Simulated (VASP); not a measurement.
Write the native input for VASP 6.6.1 that does the following.

```
Task                   : single point
Functional             : PBE
Potentials or basis    : VASP PAW PBE potentials, release 64 (Hf_pv, B)
Cutoff                 : 520 eV
k mesh                 : 9 × 9 × 9
Occupations            : fermi-dirac, width 0.05 eV
Spin                   : no spin polarisation
Further INCAR settings : ALGO = Normal; EDIFF = 1e-07; NBANDS = 15
```

The structure of HfB2 lies in POSCAR:

```
HfB2
1.0
    0.0000000000      2.7160800000      2.7160800000
    2.7160800000      0.0000000000      2.7160800000
    2.7160800000      2.7160800000      0.0000000000
Hf B
1 2
Direct
    0.0000000000      0.0000000000      0.0000000000
    0.2500000000      0.2500000000      0.2500000000
    0.7500000000      0.7500000000      0.7500000000
```

The cell was built by a generator and needn't be a form met in nature.

These files were run (other wordings do the same):

INCAR

```
SYSTEM = HfB2
ALGO = Normal
EDIFF = 1E-7
ENCUT = 520
GGA = PE
ISIF = 2
ISMEAR = -1
LASPH = .TRUE.
LCHARG = .FALSE.
LREAL = .FALSE.
LWAVE = .FALSE.
NBANDS = 15
NELM = 100
PREC = Accurate
SIGMA = 0.05
```

KPOINTS

```
k-points
0
G
  9 9 9
  0 0 0
```

Potentials or basis: VASP PAW PBE potentials, release 64 (Hf_pv, B).

Launch:

```sh
$ cat potpaw_PBE.64/Hf_pv/POTCAR potpaw_PBE.64/B/POTCAR > POTCAR
$ mpirun -np 1 vasp_std > vasp.out
```

Results of the run:

* Pressure: 0.5 GPa
* Band gap on the k mesh: none (metal or under the smearing width)

Run time: 13 s on 1 thread of Intel(R) Xeon(R) 6975P-C (Granite Rapids) (shared host), peak memory 0.17 GiB.
